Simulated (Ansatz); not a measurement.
A run of Ansatz 0.2.0:

Contents of input.yaml:

```yaml
crystal:
  lattice:
    - [0.0, 3.2145, 3.2145]
    - [3.2145, 0.0, 3.2145]
    - [3.2145, 3.2145, 0.0]
  atoms:
    - { symbol: Hg, position: [0.0, 0.0, 0.0] }
    - { symbol: Te, position: [0.75, 0.75, 0.75] }
kpoints:
  mp_grid: { grid: [7, 7, 7] }
scf:
  occupations: { method: gaussian, width: 0.021 }
hamiltonian:
  xc: pbe
  pseudopotentials: { kind: all_electron, lapw: { basis_error: 0.001 } }
output:
  forces: true
  stress: true
  eigenvalues: true
```

Potentials or basis: all-electron LAPW, scalar-relativistic.

Launch:

```bash
$ ansatz run input.yaml --threads 1 --pin off --max-ram 3072MiB --backend cpu --events-out ev --progress --plain --runs-dir out
```

Hardware: 1 thread of Arm Neoverse V2, with other jobs on the host.

Problem. Estimate the wall time of this run.

Solution. Run time: 15 s on 1 thread of Arm Neoverse V2, on a shared host, peak memory 0.31 GiB. Counts: scf iterations 7, plane waves 609, k points 20, bands 41.
